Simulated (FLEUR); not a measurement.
# PbS (P-6m2) in FLEUR: further runs, part 2 of 2

FLEUR MaX-R8.1 (patched build s14). Earlier steps stand in the parts before.

## Step 8: Equation of state, PBE, 29.08 Å³/atom (volume scaled by 1.06)

The input, inp.xml:

```xml
<?xml version="1.0" encoding="UTF-8" standalone="no"?>
<fleurInput fleurInputVersion="0.39">
   <comment>
      PbS                                                                                                 
   </comment>
   <calculationSetup>
      <cutoffs Kmax="3.8" Gmax="11.8" GmaxXC="11.8" numbands="0"/>
      <scfLoop itmax="60" minDistance="0.00001" maxIterBroyd="15" imix="Anderson" alpha="0.05" precondParam="0.0" spinf="2.0"/>
      <coreElectrons ctail="T" frcor="F" kcrel="0" coretail_lmax="0"/>
      <xcFunctional name="pbe" relativisticCorrections="F"/>
      <magnetism jspins="1"/>
      <soc l_soc="F" theta="0.0" phi="0.0" spav="F"/>
      <expertModes spex="0" secvar="F"/>
      <geometryOptimization l_f="F" forcealpha="1.0" forcemix="BFGS" epsdisp="0.0005" epsforce="0.0002"/>
      <ldaU l_linMix="F" mixParam="0.05" spinf="1.0"/>
   </calculationSetup>
   <cell>
      <bzIntegration valenceElectrons="26.0" mode="hist" fermiSmearingEnergy="0.00183747">
         <kPointListSelection listName="default-1"/>
         <!-- k-points included here -->
         <xi:include xmlns:xi="http://www.w3.org/2001/XInclude" href="kpts.xml"> </xi:include>
      </bzIntegration>
      <!-- symmetry operations included here -->
      <xi:include xmlns:xi="http://www.w3.org/2001/XInclude" href="sym.xml"> </xi:include>
      <bulkLattice scale="1.0196128224">
         <bravaisMatrix>
            <row-1>    7.7284085602731754     0.0000000000000000     0.0000000000000000</row-1>
            <row-2>   -3.8642042800421015     6.6929981440582509     0.0000000000000000</row-2>
            <row-3>    0.0000000000000000     0.0000000000000000     7.1585981442476081</row-3>
         </bravaisMatrix>
      </bulkLattice>
   </cell>
   <atomSpecies>
      <species name="Lead (Pb)" element="Pb" atomicNumber="82">
         <mtSphere radius="2.66" gridPoints="879" logIncrement="0.015"/>
         <atomicCutoffs lmax="11" lnonsphr="8"/>
         <electronConfig flipSpins="F">
            <coreConfig>(1s1/2) (2s1/2) (2p1/2) (2p3/2) (3s1/2) (3p1/2) (3p3/2) (4s1/2) (3d3/2) (3d5/2) (4p1/2) (4p3/2) (4d3/2) (4d5/2) (4f5/2) (4f7/2) (5s1/2)</coreConfig>
            <valenceConfig>(5p1/2) (5p3/2) (6s1/2) (5d3/2) (5d5/2) (6p1/2) (6p3/2)</valenceConfig>
            <stateOccupation state="(6p1/2)" spinUp="0.333333" spinDown="0.333333"/>
            <stateOccupation state="(6p3/2)" spinUp="0.666667" spinDown="0.666667"/>
         </electronConfig>
         <energyParameters s="6" p="6" d="5" f="5"/>
         <lo type="SCLO" l="1" n="5" eDeriv="0"/>
         <lo type="SCLO" l="1" n="5" eDeriv="1"/>
         <lo type="SCLO" l="0" n="6" eDeriv="2"/>
         <lo type="SCLO" l="2" n="5" eDeriv="2"/>
         <lo type="SCLO" l="3" n="5" eDeriv="2"/>
      </species>
      <species name="Sulfur (S)" element="S" atomicNumber="16">
         <mtSphere radius="2.2" gridPoints="751" logIncrement="0.016"/>
         <atomicCutoffs lmax="9" lnonsphr="7"/>
         <electronConfig flipSpins="F">
            <coreConfig>(1s1/2) (2s1/2) (2p1/2) (2p3/2)</coreConfig>
            <valenceConfig>(3s1/2) (3p1/2) (3p3/2)</valenceConfig>
            <stateOccupation state="(3p1/2)" spinUp="0.666667" spinDown="0.666667"/>
            <stateOccupation state="(3p3/2)" spinUp="1.333333" spinDown="1.333333"/>
         </electronConfig>
         <energyParameters s="3" p="3" d="3" f="4"/>
         <lo type="SCLO" l="0" n="3" eDeriv="2"/>
         <lo type="SCLO" l="1" n="3" eDeriv="2"/>
         <lo type="SCLO" l="2" n="3" eDeriv="2"/>
         <lo type="SCLO" l="3" n="4" eDeriv="2"/>
      </species>
   </atomSpecies>
   <atomGroups>
      <atomGroup species="Lead (Pb)">
         <relPos label="                   1">.0000000000 .0000000000 .0000000000</relPos>
         <force calculate="T" relaxXYZ="TTT"/>
      </atomGroup>
      <atomGroup species="Sulfur (S)">
         <relPos label="                   2">-1.000/3.000 1.000/3.000 1.000/2.000</relPos>
         <force calculate="T" relaxXYZ="TTT"/>
      </atomGroup>
   </atomGroups>
   <output dos="F" band="F" slice="F">
      <checks vchk="F" cdinf="F"/>
      <bandDOS minEnergy="-.5*Htr" maxEnergy="0.5*Htr" sigma="0.015" storeEVData="T"/>
      <vacuumDOS vacdos="F" integ="F" star="F" nstars="0" locx1="0.0" locy1="0.0" locx2="0.0" locy2="0.0" nstm="0" tworkf="0.0"/>
      <unfoldingBand unfoldBand="F" supercellX="1" supercellY="1" supercellZ="1"/>
      <plotting iplot="0" polar="F">
         <plot TwoD="T" vec1="  1.0  0.0  0.0" vec2="  0.0  1.0  0.0" vec3="  0.0  0.0  1.0" zero="  0.0  0.0  0.0" file="plot"/>
      </plotting>
      <chargeDensitySlicing numkpt="0" minEigenval="0.0" maxEigenval="0.0" nnne="0" pallst="F"/>
      <specialOutput eonly="F"/>
      <magneticCircularDichroism mcd="F" energyLo="-10.0" energyUp="0.0"/>
   </output>
  <!-- We include the file relax.xml here to enable relaxations (see documentation) -->
  <xi:include xmlns:xi="http://www.w3.org/2001/XInclude" href="relax.xml"> <xi:fallback/> </xi:include>
</fleurInput>
```

Run with:

```sh
inpgen -f crystal.txt -profile fastHighL
# inp.xml edited to the form shown
fleur
```

It took 62 s on 1 thread of AMD EPYC 7R43 (Zen 3), shared host; peak memory 0.07 GiB.

Results (log left out):

- Free energy: -580350.9380 eV
- Band gap on the k mesh: 0.43 eV, indirect (least direct gap 1.62 eV)
- Valence electrons inside the program's atomic spheres: Pb 17.84; S 4.42 (radii Pb 2.66, S 2.2 bohr)

Caveat: the plane-wave cutoff is short for the semicore states, which can make moduli rough; spin-orbit coupling is left out, which as a rule narrows the gap of such compounds by several tenths of an eV; an odd mesh through Γ misses points on the zone boundary, where band edges often lie.

## Step 9: Equation of state, PBE

Potentials or basis: all-electron, FLAPW.

No new run: the results of the series are fitted here.

Results:

| Quantity | Value |
| --- | --- |
| Equilibrium volume | 27.46 Å³/atom |
| Bulk modulus at fixed shape and positions | 50 GPa |

Energy against volume, from the lowest point:
```
volume (Å³/atom)  energy (meV/atom)
          25.789              17.25
          26.338               7.59
          26.887               1.92
          27.435               0.00
          27.984               1.50
          28.533               6.11
          29.082              13.62
```

Caveat: the plane-wave cutoff is short for the semicore states, which can make moduli rough; the cell was scaled at fixed shape and fractional positions, which overstates the stiffness of a crystal with free parameters, most of all of layers and chains. Spin-orbit coupling is left out, which matters for the levels of Pb.
